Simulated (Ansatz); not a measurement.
# FeO (Wuestite): band structure with LDA

**Measured values to compare with.**

“W\"ustite: Electric, thermodynamic and optical properties of FeO”, 2012, arxiv:1203.1201 quotes, for a bulk crystal of FeO: band gap 2.4 eV (optical).

The system is FeO (Wuestite).

```
Fe O
1.0
     0.00000    2.15540    2.15540
     2.15540    0.00000    2.15540
     2.15540    2.15540    0.00000
Fe O
1 1
Direct
  0.00000 0.00000 0.00000
  0.50000 0.50000 0.50000
```

```json
{
 "Program": "Ansatz 0.2.0",
 "Task": "band structure",
 "Functional": "LDA",
 "Potentials or basis": "all-electron LAPW, scalar-relativistic",
 "Cutoff": "349 eV (chosen from the basis error)",
 "Basis error allowed": "0.001 eV/atom",
 "k mesh": "11 × 11 × 11",
 "Occupations": "fermi-dirac, width 0.05 eV",
 "Spin": "collinear spin, ferromagnetic start",
 "Starting moments": "[3.0, 0.0] μB"
}
```

- Pressure: -15.6 GPa
- Band gap along the path: none (metal or under the smearing width)
- Net moment: 4.00 μB per cell
- Absolute moment: 4.00 μB per cell
- Site moments: Fe +3.59; O +0.34 μB

Levels at the corners of the path, in eV from the Fermi level:
Spin up:
```csv
point,band 11,band 12,band 13,band 14,band 15,band 16,band 17,band 18
Γ,-3.74,-3.74,-3.47,-3.47,0.08,15.12,16.86,16.86
X,-3.07,-2.61,-2.61,-2.55,5.13,8.57,10.68,14.48
W,-2.89,-2.68,-2.61,-1.56,7.30,8.84,8.84,11.62
K,-2.75,-2.48,-2.26,-1.54,6.63,8.59,8.62,13.89
Γ,-3.74,-3.74,-3.47,-3.47,0.08,15.12,16.86,16.86
L,-2.89,-2.35,-0.19,-0.19,3.95,8.34,12.31,12.31
U,-2.75,-2.48,-2.26,-1.54,6.63,8.59,8.62,13.89
W,-2.89,-2.68,-2.61,-1.56,7.30,8.84,8.84,11.62
```
Spin down:
```csv
point,band 8,band 9,band 10,band 11,band 12,band 13
Γ,-3.25,-3.25,-0.74,-0.74,-0.74,0.01
X,-4.42,-4.42,-2.14,0.56,0.77,0.77
W,-6.09,-5.57,-0.03,-0.03,0.78,0.91
K,-6.13,-4.87,-0.81,0.59,0.69,1.16
Γ,-3.25,-3.25,-0.74,-0.74,-0.74,0.01
L,-5.20,-5.20,0.41,0.41,0.62,2.69
U,-6.13,-4.87,-0.81,0.59,0.69,1.16
W,-6.09,-5.57,-0.03,-0.03,0.78,0.91
```

Wall time 6.1 s on 2 threads of AMD EPYC 9R45 96-Core Processor (Zen 5) (shared host), peak memory 0.49 GiB.

Measured gap of FeO: 2.4 eV (optical; quoted in “W\"ustite: Electric, thermodynamic and optical properties of FeO”, 2012, arxiv:1203.1201). This calculation gives 0.00 eV (-2.40 eV). So large a miss can be the level of theory's own, or it may mean another phase, state or a wrong row. The value is that of LDA, without temperature or zero-point motion. Semilocal functionals fall short of measured gaps as a rule. The run's magnetic order (collinear spin, ferromagnetic start) needn't be the measured crystal's.

Caveat: so large a pressure means that the cell lies far from this level's equilibrium, or that cutoff or potentials fall short; a cell with one magnetic atom can't hold antiferromagnetic order, which such compounds often take; semilocal functionals often make such compounds metallic where correlation or magnetic order opens a gap, which also shifts bond lengths.
